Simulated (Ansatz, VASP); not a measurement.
RbBr in VASP and in Ansatz

File INCAR:

```
SYSTEM = RbBr
PREC = Accurate
ENCUT = 520
EDIFF = 1E-6
ISMEAR = 0
SIGMA = 0.1
LREAL = .FALSE.
LASPH = .TRUE.
NELM = 80
ALGO = Normal
ISIF = 2
LWAVE = .FALSE.
LCHARG = .FALSE.
GGA = PE
NBANDS = 24
```

File KPOINTS:

```
regular mesh
0
G
  4 4 2
  0 0 0
```

Contents of POSCAR:

```
RbBr
1.0
    0.0000000000      0.0000000000      4.3623475527
    4.7778869860      0.0000000000      0.0000000000
    0.0000000000      8.2755430126      0.0000000000
Rb Br
2 2
Direct
    0.5000000000      0.0000000000      0.3333333333
    0.5000000000      0.5000000000      0.8333333333
    0.0000000000      0.5000000000      0.5000000000
    0.0000000000      0.0000000000      0.0000000000
```

Input for Ansatz:

```yaml
crystal:
  lattice:
    - [0.0, 0.0, 4.3623475527]
    - [4.777886986, 0.0, 0.0]
    - [0.0, 8.2755430126, 0.0]
  atoms:
    - { symbol: Rb, position: [0.5, 0.0, 0.3333333333] }
    - { symbol: Rb, position: [0.5, 0.5, 0.8333333333] }
    - { symbol: Br, position: [0.0, 0.5, 0.5] }
    - { symbol: Br, position: [0.0, 0.0, 0.0] }
basis:
  ecutwfc: 420
kpoints:
  mp_grid: { grid: [4, 4, 2] }
hamiltonian:
  xc: pbe
scf:
  occupations: { method: gaussian, width: 0.1 }
  lower_state_search: "off"
output:
  forces: true
  stress: true
  eigenvalues: true
```

Alike in both runs: task single point; functional PBE; k mesh 4 × 4 × 2; occupations gaussian, width 0.1 eV; no spin polarisation.

|  | VASP | Ansatz |
| --- | --- | --- |
| version | VASP 6.6.1 | Ansatz 0.2.0 |
| potentials or method | VASP PAW PBE potentials, release 64 (Rb_sv, Br) | scalar-relativistic, plane waves, PAW |
| plane-wave cutoff (eV) | 520 | 420 |
| valence electrons in the cell | 32 | 32 |

VASP gave:

```
gap on the k mesh at the Fermi level (eV) : 3.94
least direct gap on the mesh (eV)         : 3.94
pressure (GPa)                            : 0.0
```

Q: What did Ansatz give for the same quantities?

A: gap on the k mesh at the Fermi level (eV): 3.95; least direct gap on the mesh (eV): 3.95; pressure (GPa): 0.0.

The functional is the same, so the differences come from potentials, cutoffs and numerics.
